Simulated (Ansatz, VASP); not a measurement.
# One calculation of Ta, two programs

File INCAR:

```
SYSTEM = Ta
PREC = Accurate ; ENCUT = 520
EDIFF = 1E-6 ; ISMEAR = 0
SIGMA = 0.1 ; LREAL = .FALSE.
LASPH = .TRUE. ; NELM = 60
ALGO = Fast ; ISIF = 2
LWAVE = .FALSE. ; LCHARG = .FALSE.
GGA = PE ; NBANDS = 12
```

Contents of KPOINTS:

```
Automatic mesh
0
G
  18 18 18
  0 0 0
```

Contents of POSCAR:

```
Ta
1.0
   -1.6754547392      1.6754547392      1.6754547392
    1.6754547392     -1.6754547392      1.6754547392
    1.6754547392      1.6754547392     -1.6754547392
Ta
1
Direct
    0.0000000000      0.0000000000      0.0000000000
```

Input for Ansatz:

```yaml
crystal:
  lattice:
    - [-1.6754547392, 1.6754547392, 1.6754547392]
    - [1.6754547392, -1.6754547392, 1.6754547392]
    - [1.6754547392, 1.6754547392, -1.6754547392]
  atoms:
    - { symbol: Ta, position: [0.0, 0.0, 0.0] }
basis:
  ecutwfc: 420
kpoints:
  mp_grid: { grid: [18, 18, 18] }
hamiltonian:
  xc: pbe
scf:
  occupations: { method: gaussian, width: 0.1 }
output:
  forces: true
  stress: true
  eigenvalues: true
```

Alike in both runs: task single point; functional PBE; k mesh 18 × 18 × 18; occupations gaussian, width 0.1 eV; no spin polarisation.

|  | VASP | Ansatz |
| --- | --- | --- |
| version | VASP 6.6.1 | Ansatz 0.2.0 |
| potentials or method | VASP PAW PBE potentials, release 64 (Ta_pv) | scalar-relativistic, plane waves, PAW |
| plane-wave cutoff (eV) | 520 | 420 |
| valence electrons in the cell | 11 | 13 |

```tsv
	VASP	Ansatz	Ansatz less VASP
gap on the k mesh at the Fermi level (eV)	none	none	-
pressure (GPa)	-5.3	-5.3	-0.05
```

A gap of «none» marks a metal or a gap that the smearing closes. With one functional, cell and mesh, what is left measures potentials, basis and numerics. The two sets of potentials don't hold the same shells in valence.

The runs have no spin-orbit coupling, so splittings on Ta are missing.
